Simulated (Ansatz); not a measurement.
KTaO3:

```
Ta K O
1.0
     3.98830    0.00000    0.00000
     0.00000    3.98830    0.00000
     0.00000    0.00000    3.98830
Ta K O
1 1 3
Direct
  0.00000 0.00000 0.00000
  0.50000 0.50000 0.50000
  0.00000 0.00000 0.50000
  0.00000 0.50000 0.00000
  0.50000 0.00000 0.00000
```

* Program: Ansatz 0.2.0
* Task: relaxation of cell and atoms
* Functional: BPBE
* Potentials or basis: Ansatz PAW
* Cutoff: 420 eV (not typed: the program's choice for these potentials)
* k mesh: 7 × 7 × 7
* Occupations: fermi-dirac, width 0.05 eV
* Spin: no spin polarisation

At the start: volume 12.69 Å³/atom.

Problem. How do energy, volume and symmetry change on relaxing?

Solution. It ends after 6 steps and the volume is 13.03 Å³/atom (+2.7 %); space group Pm-3m (No. 221, to 0.05 Å).

Step by step:
```csv
step,energy change (eV),largest force (eV/Å),volume (Å³)
1,0.0000,0.0000,63.44
2,-0.0175,0.0000,65.45
3,-0.0202,0.0000,65.08
4,-0.0270,0.0000,65.08
5,-0.0269,0.0000,65.13
6,-0.0272,0.0000,65.13
```

Final structure:
```xyz
5
Lattice="4.0234 0.0000 0.0000 0.0000 4.0234 0.0000 0.0000 0.0000 4.0234" Properties=species:S:1:pos:R:3 pbc="T T T"
Ta    0.0000    0.0000    0.0000
K     2.0117    2.0117    2.0117
O     0.0000    0.0000    2.0117
O     0.0000    2.0117    0.0000
O     2.0117    0.0000    0.0000
```

Caveat: the plane-wave basis is chosen anew once the cell has moved, so the energies of steps on either side of that aren't comparable; the pressure holds a Pulay correction of +0.6 GPa for the finite cutoff; the PAW data sets come from PBE, with cores solved anew for the run's functional, which leaves a small shift of forces and pressure.
